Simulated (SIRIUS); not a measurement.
LiH:

```
Li H
1.0
     0.00000    2.03675    2.03675
     2.03675    0.00000    2.03675
     2.03675    2.03675    0.00000
Li H
1 1
Direct
  0.00000 0.00000 0.00000
  0.50000 0.50000 0.50000
```

Base run:

* Program: SIRIUS 7.12.0
* Functional: PBE
* Potentials or basis: all-electron FP-LAPW
* Cutoff: 168 eV
* Basis: apw+lo standard
* k mesh: 11 × 11 × 11
* Occupations: fermi-dirac, width 0.05 eV
* Spin: no spin polarisation

Its results: band gap on the k mesh 3.23 eV, direct.

Question: The run is repeated on the same cell with these changes: functional from PBE to LDA. What comes out?

Answer: Band gap on the k mesh 2.85 eV, direct.

Caveats: the mesh misses the band edges, which the band path finds closer together.

Not every run made on this cell is shown here.
